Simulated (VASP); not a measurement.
# HfB2 (P6/mmm) in VASP: further runs, part 2 of 2

VASP 6.6.1.

### 3 Single point, PBEsol

The input, INCAR:

```
SYSTEM = HfB2
  PREC = Accurate
  ENCUT = 520
  EDIFF = 1E-7
  ISMEAR = 1
  SIGMA = 0.15
  LREAL = .FALSE.
  LASPH = .TRUE.
  NELM = 100
  ALGO = Normal
  ISIF = 2
  LWAVE = .FALSE.
  LCHARG = .FALSE.
  GGA = PS
  NBANDS = 12
  ADDGRID = .FALSE.
```

The input, KPOINTS:

```
Automatic mesh
0
G
  11 11 8
  0 0 0
```

The input, POSCAR:

```
HfB2
1.0
    3.1400000000      0.0000000000      0.0000000000
   -1.5700000000      2.7193197679      0.0000000000
    0.0000000000      0.0000000000      3.4800000000
Hf B
1 2
Direct
    0.0000000000      0.0000000000      0.0000000000
    0.6666666667      0.3333333333      0.5000000000
    0.3333333333      0.6666666667      0.5000000000
```

Potentials or basis: VASP PAW PBE potentials, release 64 (Hf, B).

Started as:

```console
$ cat potpaw_PBE.64/Hf/POTCAR potpaw_PBE.64/B/POTCAR > POTCAR
$ mpirun -np 1 vasp_std > vasp.out
```

OUTCAR:

```text
SYSTEM = HfB2
   PREC = Accurate
   ENCUT = 520
   EDIFF = 1E-7
   ISMEAR = 1
   LREAL = .FALSE.
   LASPH = .TRUE.
   NELM = 100
   ISIF = 2
   GGA = PS

 Found     80 irreducible k-points:

 Following reciprocal coordinates:
            Coordinates               Weight
  0.000000  0.000000  0.000000      1.000000
  0.090909  0.000000  0.000000      6.000000
  0.181818  0.000000  0.000000      6.000000
  0.272727  0.000000  0.000000      6.000000
  0.363636  0.000000  0.000000      6.000000
  0.454545  0.000000  0.000000      6.000000
   k-points           NKPTS =     80   k-points in BZ     NKDIM =     80   number of bands    NBANDS=     12
   number of dos      NEDOS =    301   number of ions     NIONS =      3
   total plane-waves  NPLWV =  16128
   dimension x,y,z NGX =    24 NGY =   24 NGZ =   28
   dimension x,y,z NGXF=    48 NGYF=   48 NGZF=   56
   ions per type =               1   2
   NGX,Y,Z   is equivalent  to a cutoff of  12.71, 12.71, 13.38 a.u.
   NGXF,Y,Z  is equivalent  to a cutoff of  25.41, 25.41, 26.75 a.u.
 SYSTEM =  HfB2
   PREC   = accura    normal or accurate (medium, high low for compatibility)
   ISTART =      0    job   : 0-new  1-cont  2-samecut
   ICHARG =      2    charge: 1-file 2-atom 10-const
   ISPIN  =      1    spin polarized calculation?
   LNONCOLLINEAR =      F non collinear calculations
   LSORBIT =      F    spin-orbit coupling
   LASPH  =      T    aspherical Exc in radial PAW
   ENCUT  =  520.0 eV  38.22 Ry    6.18 a.u.   5.84  5.84  6.47*2*pi/ulx,y,z
   NELM   =    100;   NELMIN=  2; NELMDL= -5     # of ELM steps
   EDIFF  = 0.1E-06   stopping-criterion for ELM
   LREAL  =      F    real-space projection
   EDIFFG = 0.1E-05   stopping-criterion for IOM
   NSW    =      0    number of steps for IOM
   IBRION =     -1    ionic relax: 0-MD 1-quasi-New 2-CG
   NFREE  =      0    steps in history (QN), initial steepest desc. (CG)
   ISIF   =      2    stress and relaxation
   ISYM   =      2    0-nonsym 1-usesym 2-fastsym
   POTIM  = 0.5000    time-step for ionic-motion
   TEBEG  =    0.0;   TEEND  =   0.0 temperature during run
   PSTRESS=    0.0 pullay stress
   NELECT =      10.0000    total number of electrons
   NUPDOWN=      -1.0000    fix difference up-down
   EMIN   =  10.00;   EMAX   =-10.00  energy-range for DOS
   EFERMI =   0.00;   METHOD = LEGACY
   ISMEAR =     1;   SIGMA  =   0.15  broadening in eV -4-tet -1-fermi 0-gaus
   EFERMI_NEDOS =   21; number of points for ismear=-14 and -15
   IALGO  =     38    algorithm
   IMIX   =      4    mixing-type and parameters
     AMIX     =   0.40;   BMIX     =  1.00
     AMIX_MAG =   1.60;   BMIX_MAG =  1.00
  volume/ion in A,a.u.               =       9.90        66.84
  Fermi-wavevector in a.u.,A,eV,Ry     =   1.138724  2.151876 17.642568  1.296692
  Thomas-Fermi vector in A             =   2.275428
   LORBIT       =      0    0 simple, 1 ext, 2 COOP (PROOUT), +10 PAW based schemes
   GGA     = PS    functional components
   LHFCALC =     F    Hartree Fock is set to
   AEXX    =    0.0000 exact exchange contribution
   IVDW    =     0    specifies the selected vdW correction
   LEPSILON=     F    determine dielectric tensor
   LRPA    =     F    only Hartree local field effects (RPA)
 non-spin polarized calculation
 Methfessel and Paxton  Order N= 1 SIGMA  =   0.15
  energy-cutoff  :      520.00
  volume of cell :       29.71
 maximum number of plane-waves:       820
 NGX is ok and might be reduce to    24
   NGX = 11   NGY = 11   NGZ = 13

 number of electron      10.0000000 magnetization

 Free energy of the ion-electron system (eV)
  ---------------------------------------------------
  ext. energy  EPLUGINS =         0.00000000
  ---------------------------------------------------
  free energy    TOTEN  =       -27.93197141 eV

  energy without entropy =      -27.93250313  energy(sigma->0) =      -27.93214865

 E-fermi :   7.6653     XC(G=0): -12.4562

 val. band max:        7.5759300775   @ k =   0.0909   0.0909   0.2500
 cond. band min:       7.8037876855   @ k =   0.2727   0.1818   0.0000
 fundamental gap:      0.2278576080
 Fermi energy:         7.6652626063

 k-point     1 :       0.0000    0.0000    0.0000
  band No.  band energies     occupation
      1      -5.8944      2.00000
      2       4.7867      2.00000
      3       4.9448      2.00000
      4       4.9448      2.00000
      5       5.0531      2.00000
      6      11.8371      0.00000
      7      11.8371      0.00000
      8      12.5015      0.00000
      9      12.5015      0.00000
     10      12.8184      0.00000
     11      12.8184      0.00000
     12      12.8824      0.00000

 k-point     2 :       0.0909    0.0000    0.0000
  band No.  band energies     occupation
      1      -5.7238      2.00000
      2       4.4450      2.00000
      3       4.8987      2.00000
      4       4.9343      2.00000
      5       4.9645      2.00000
      6      11.2651      0.00000
      7      11.7124      0.00000
      8      11.7605      0.00000
      9      12.0556      0.00000
     10      13.3973      0.00000
     11      13.7774      0.00000
     12      14.0792      0.00000

 k-point     3 :       0.1818    0.0000    0.0000
  band No.  band energies     occupation
      1      -5.2289      2.00000
      2       3.2889      2.00000
      3       4.5403      2.00000
      4       4.8683      2.00000
      5       5.3605      2.00000
      6      10.1364     -0.00000
      7      11.4009      0.00000
      8      11.5159      0.00000
      9      12.1238      0.00000
     10      13.8207      0.00000
     11      14.8568      0.00000
     12      15.3332      0.00000

 k-point     4 :       0.2727    0.0000    0.0000
  band No.  band energies     occupation
      1      -4.4535      2.00000
      2       1.9091      2.00000
      3       4.1586      2.00000
      4       4.7181      2.00000
      5       5.5248      2.00000
      6       9.9978     -0.00000
      7      11.0336      0.00000
      8      11.3477      0.00000
      9      11.9122      0.00000
     10      13.8891      0.00000
     11      15.8304      0.00000
     12      17.3837      0.00000

 k-point     5 :       0.3636    0.0000    0.0000
  band No.  band energies     occupation
      1      -3.4556      2.00000
      2       0.4950      2.00000
      3       3.8689      2.00000
      4       4.5404      2.00000
      5       5.2506      2.00000
      6      10.5036     -0.00000
      7      10.7282      0.00000
      8      11.1445      0.00000
      9      12.7245      0.00000
     10      13.8795      0.00000
     11      17.3909      0.00000
     12      17.7799      0.00000

 k-point     6 :       0.4545    0.0000    0.0000
  band No.  band energies     occupation
      1      -2.3236      2.00000
      2      -0.8452      2.00000
      3       3.7182      2.00000
      4       4.4247      2.00000
      5       4.9747      2.00000
      6      10.0235     -0.00000
      7      10.5586     -0.00000
      8      12.9549      0.00000
      9      13.4456      0.00000
     10      13.9298      0.00000
     11      15.8511      0.00000
     12      18.7560      0.00000

 [... further k-points ...]

------------------------ aborting loop because EDIFF is reached ----------------------------------------

  FORCE on cell =-STRESS in cart. coord.  units (eV):
  Direction    XX          YY          ZZ          XY          YZ          ZX
  --------------------------------------------------------------------------------------
  -------------------------------------------------------------------------------------
  Total       -0.7276166     -0.7276166     -0.8552905      0.0000000      0.0000000      0.0000000
  in kB      -39.2323219    -39.2323219    -46.1163639      0.0000000      0.0000000      0.0000000
  external PRESSURE =     -41.5270025 kB  Pullay stress =       0.0000000 kB

 VOLUME and BASIS-vectors are now :
 -----------------------------------------------------------------------------
  energy-cutoff  :      520.00
  volume of cell :       29.71
      direct lattice vectors                 reciprocal lattice vectors
     3.140000000  0.000000000  0.000000000     0.318471338  0.183869512  0.000000000
    -1.570000000  2.719319768  0.000000000     0.000000000  0.367739025  0.000000000
     0.000000000  0.000000000  3.480000000     0.000000000  0.000000000  0.287356322

 POSITION                                       TOTAL-FORCE (eV/Angst)
 -----------------------------------------------------------------------------------
      0.00000      0.00000      0.00000         0.000000      0.000000      0.000000
      1.57000      0.90644      1.74000        -0.000000      0.000000      0.000000
     -0.00000      1.81288      1.74000         0.000000     -0.000000     -0.000000
 -----------------------------------------------------------------------------------
    total drift:                                0.000000     -0.000000      0.000000

  FREE ENERGIE OF THE ION-ELECTRON SYSTEM (eV)
  ---------------------------------------------------
  free  energy   TOTEN  =       -27.9319714080 eV

  energy  without entropy=      -27.9325031290  energy(sigma->0) =      -27.93214865
```

OSZICAR:

```text
N       E                     dE             d eps       ncg     rms          rms(c)
DAV:   1     0.336585125118E+01    0.33659E+01   -0.43294E+03  1920   0.717E+02
DAV:   2    -0.292821302543E+02   -0.32648E+02   -0.31534E+02  2732   0.127E+02
DAV:   3    -0.301712168489E+02   -0.88909E+00   -0.88338E+00  2672   0.183E+01
DAV:   4    -0.301745656643E+02   -0.33488E-02   -0.33482E-02  2372   0.117E+00
DAV:   5    -0.301745840978E+02   -0.18433E-04   -0.18431E-04  2712   0.730E-02    0.202E+01
DAV:   6    -0.281477973262E+02    0.20268E+01   -0.36052E+00  2272   0.957E+00    0.103E+01
DAV:   7    -0.279593475984E+02    0.18845E+00   -0.71989E-01  2532   0.461E+00    0.262E+00
DAV:   8    -0.279342240316E+02    0.25124E-01   -0.80317E-02  2292   0.150E+00    0.536E-01
DAV:   9    -0.279321203455E+02    0.21037E-02   -0.88793E-03  2240   0.501E-01    0.194E-01
DAV:  10    -0.279319846570E+02    0.13569E-03   -0.88308E-04  2324   0.167E-01    0.376E-02
DAV:  11    -0.279319728124E+02    0.11845E-04   -0.50209E-05  2524   0.451E-02    0.167E-02
DAV:  12    -0.279319713827E+02    0.14297E-05   -0.39578E-06  2404   0.115E-02    0.480E-03
DAV:  13    -0.279319714080E+02   -0.25337E-07   -0.11222E-07  1952   0.200E-03
   1 F= -.27931971E+02 E0= -.27932149E+02  d E =0.531721E-03
```

stdout:

```text
POSCAR found type information on POSCAR HfB
 POSCAR found :  2 types and       3 ions
 scaLAPACK will be used
 -----------------------------------------------------------------------------
|                                                                             |
|                                                                             |
|     You enforced a specific xc type in the INCAR file but a different       |
|     I HOPE YOU KNOW WHAT YOU ARE DOING!                                     |
|                                                                             |
 -----------------------------------------------------------------------------

 LDA part: xc-table for (Slater+PW92), standard interpolation
 POSCAR, INCAR and KPOINTS ok, starting setup
 FFT: planning ... GRIDC
 FFT: planning ... GRID_SOFT
 FFT: planning ... GRID
 WAVECAR not read
 entering main loop
```

Run time: 10 s. Hardware: 1 thread of Intel Xeon Platinum 8559C (Emerald Rapids), shared host; peak memory 0.16 GiB.

The run converged, but some of its settings lie outside the range that counts as converged, so its numbers aren't taken as properties of the crystal.

What came out:

```yaml
Free_energy: -27.9320 eV
Pressure: -4.2 GPa
Band_gap_on_the_k_mesh: none (metal or under the smearing width)
```

Caveat: the PAW data sets were made with another functional, which shifts forces and pressure a little.

### 4 Single point, PBEsol

INCAR is that of step 3.

KPOINTS is that of step 3.

The input, POSCAR:

```
HfB2
1.0
    3.1400000000      0.0000000000      0.0000000000
   -1.5700000000      2.7193197679      0.0000000000
    0.0000000000      0.0000000000      3.4800000000
Hf B
1 2
Direct
   -0.0142630000      0.0046330000     -0.0059370000
    0.6696320000      0.3380360000      0.4871880000
    0.3055440000      0.6904850000      0.5067950000
```

Started as:

```console
$ cat potpaw_PBE.64/Hf/POTCAR potpaw_PBE.64/B/POTCAR > POTCAR
$ mpirun -np 1 vasp_std > vasp.out
```

Wall time 51 s (1 thread of Intel Xeon Platinum 8559C (Emerald Rapids), shared host); peak memory 0.3 GiB.

These settings aren't checked as converged: the numbers below hold their error.

What came out:

* Free energy: -27.7995 eV
* Pressure: -2.5 GPa
* Largest force: 1.774 eV/Å
* Band gap on the k mesh: none (metal or under the smearing width)

Caveat: the PAW data sets were made with another functional, which shifts forces and pressure a little.

### 5 The reference run

An earlier run on the cell as given: functional PBEsol; potentials or basis VASP PAW PBE potentials, release 64 (Hf_pv, B); cutoff 520 eV; k mesh 10 × 10 × 8; occupations fermi-dirac, width 0.05 eV; no spin polarisation.

* Pressure: -4.4 GPa
* Band gap on the k mesh: none (metal or under the smearing width)
